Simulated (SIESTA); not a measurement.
Input of a SIESTA 5.4.2 run:

File Au.fdf:

```
SystemName                      Au
SystemLabel                     Au
NumberOfSpecies                 1
NumberOfAtoms                   2
%block ChemicalSpeciesLabel
  1  79 Au
%endblock ChemicalSpeciesLabel

LatticeConstant                 1.0 Ang
%block LatticeVectors
     2.8154890579     0.0000000000     0.0000000000
    -0.0129553469     2.8201795887     0.0000000000
    -1.1378916452    -1.1854109603     4.9240140333
%endblock LatticeVectors
AtomicCoordinatesFormat         Fractional
%block AtomicCoordinatesAndAtomicSpecies
     0.6728620000     0.6659620000     0.2740550000  1  Au
     0.3271380000     0.3340380000     0.7259450000  1  Au
%endblock AtomicCoordinatesAndAtomicSpecies

%block kgrid.MonkhorstPack
   10   0   0  0.0
    0  10   0  0.0
    0   0   6  0.0
%endblock kgrid.MonkhorstPack
XC.Functional                   GGA
XC.Authors                      PBEsol
PAO.BasisSize                   DZP
PAO.EnergyShift                 0.003 Ry
Mesh.Cutoff                     800 Ry
OccupationFunction              FD
ElectronicTemperature           0.05 eV
MaxSCFIterations                120
SCF.MustConverge                false
SCF.Mixer.Method                Pulay
SCF.Mixer.Weight                0.25
SCF.Mixer.History               8
SCF.DM.Tolerance                5.0e-05
SCF.H.Tolerance                 1.0e-03 eV
WriteForces                     true
Charge.Mulliken                 end
BandLinesScale                  ReciprocalLatticeVectors
%block BandLines
    1    0.500000   0.000000   0.000000  X
   11    0.000000   0.000000   0.000000  \Gamma
   11    0.000000  -0.500000   0.000000  Y
    1    0.500000  -0.500000   0.000000  L
   15    0.000000   0.000000   0.000000  \Gamma
   11    0.000000   0.500000  -0.500000  Z
    1    0.500000   0.500000  -0.500000  N
   15    0.000000   0.000000   0.000000  \Gamma
    6    0.000000   0.000000  -0.500000  M
    1    0.500000   0.000000  -0.500000  R
   11    0.000000   0.000000   0.000000  \Gamma
%endblock BandLines
%block PAO.Basis
  Au 5
  n=5 0 2
    2.662 0.000
  n=6 0 2
    6.968 0.000
  n=5 1 2
    3.170 0.000
  n=6 1 1
    6.968
  n=5 2 2
    5.436 0.000
%endblock PAO.Basis
```

Potentials or basis: PseudoDojo 0.4 standard (PBEsol files), DZP (energy shift 0.003 Ry; two zetas on semicore shells).

Launch:

```console
$ siesta < Au.fdf > Au.out 2>&1
```

Task: What does it give for the largest force?

Result: 0.099 eV/Å.

Task: Estimate the band gap on the k mesh.

Result: None (metal or under the smearing width).

Task: Predict the pressure.

Result: -7.2 GPa.

Levels at the corners of the path, in eV from the Fermi level:
```csv
point,band 15,band 16,band 17,band 18,band 19,band 20,band 21,band 22,band 23,band 24
X,-3.36,-2.98,-2.37,-1.88,0.39,1.09,2.88,5.74,10.70,12.80
Γ,-2.93,-2.38,-2.31,-2.08,-1.70,0.01,2.95,18.39,18.73,19.45
Y,-3.33,-2.92,-2.35,-1.93,0.33,1.10,2.73,5.70,10.65,13.13
L,-2.29,-1.46,-0.93,-0.91,2.74,4.76,6.53,6.90,9.00,9.72
Γ,-2.93,-2.38,-2.31,-2.08,-1.70,0.01,2.95,18.39,18.73,19.45
Z,-2.74,-2.48,-2.12,-2.07,-0.01,1.30,1.72,5.20,11.03,16.41
N,-2.40,-1.72,-0.94,-0.90,3.08,5.33,6.09,6.85,8.85,9.55
Γ,-2.93,-2.38,-2.31,-2.08,-1.70,0.01,2.95,18.39,18.73,19.45
M,-3.51,-3.10,-2.03,-1.79,-1.70,-1.65,10.28,14.00,16.03,16.30
R,-2.65,-2.47,-2.08,-2.07,-0.05,1.26,1.75,5.19,11.08,16.72
Γ,-2.93,-2.38,-2.31,-2.08,-1.70,0.01,2.95,18.39,18.73,19.45
```

Caveat: short orbitals over semicore shells can move pressures by several GPa; spin-orbit coupling is left out, which moves the levels of the heavy elements; the basis of atomic orbitals isn't converged, which shifts pressures, moduli and gaps.
